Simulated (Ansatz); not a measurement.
Band structure of InCuS2 (I-42d, 8 atoms in the cell).

```yaml
crystal:
  lattice:
    - [-2.81182, 2.81182, 5.66711]
    - [2.81182, -2.81182, 5.66711]
    - [2.81182, 2.81182, -5.66711]
  atoms:
    - { symbol: In, position: [0.50000, 0.50000, 0.00000] }
    - { symbol: In, position: [0.25000, 0.75000, 0.50000] }
    - { symbol: Cu, position: [0.75000, 0.25000, 0.50000] }
    - { symbol: Cu, position: [0.00000, 0.00000, 0.00000] }
    - { symbol: S, position: [0.87500, 0.90380, 0.52880] }
    - { symbol: S, position: [0.09620, 0.62500, 0.97120] }
    - { symbol: S, position: [0.37500, 0.34620, 0.47120] }
    - { symbol: S, position: [0.65380, 0.12500, 0.02880] }
```

Level of theory: PBE (plane waves, PAW; Ansatz, a quantum-chemistry and plane-wave program).

Settings: basis.ecutwfc = 420 eV; kpoints.mp_grid.grid = 4 4 4; hamiltonian.xc = pbe; hamiltonian.pseudopotentials = {kind: paw} (the program's default PAW files); scf.occupations.method = gaussian; scf.occupations.width = 0.136 eV; kpoints.band_path.npoints = 8.

The starting cell comes from a database of computed structures (which also holds hypothetical and non-ambient phases and stackings), without a prior relaxation at this level. Its lattice was rescaled by a random factor within 2.5 % of one. Spin polarisation is off. The run gives no clean gap (levels at the Fermi energy touch, overlap or are partly filled at this smearing), which alone does not show that the compound is a metal.

Levels in eV from the Fermi level, bands 41 to 48:
| point | 41 | 42 | 43 | 44 | 45 | 46 | 47 | 48 |
|---|---|---|---|---|---|---|---|---|
| Γ | -1.34 | -0.17 | -0.07 | -0.07 | -0.05 | 2.07 | 2.11 | 3.85 |
| X | -0.73 | -0.73 | -0.43 | -0.43 | 1.08 | 1.08 | 3.40 | 3.40 |
| Y | -0.75 | -0.75 | -0.57 | -0.57 | 1.28 | 1.28 | 3.70 | 3.70 |
| S | -1.18 | -0.88 | -0.67 | -0.55 | 1.86 | 2.07 | 2.52 | 3.36 |
| Z | -1.02 | -1.02 | -0.75 | -0.75 | 1.70 | 1.70 | 2.09 | 2.09 |
| S1 | -1.18 | -0.88 | -0.67 | -0.55 | 1.86 | 2.07 | 2.52 | 3.36 |
| N | -1.13 | -1.02 | -0.86 | -0.46 | 1.84 | 2.24 | 3.24 | 3.79 |
| P | -0.72 | -0.72 | -0.57 | -0.57 | 1.29 | 1.29 | 3.22 | 3.22 |
| Y1 | -0.75 | -0.75 | -0.57 | -0.57 | 1.28 | 1.28 | 3.70 | 3.70 |

Bands cross the Fermi level along this path, so the cell is metallic at this level.

Keys are those of Ansatz 0.2.
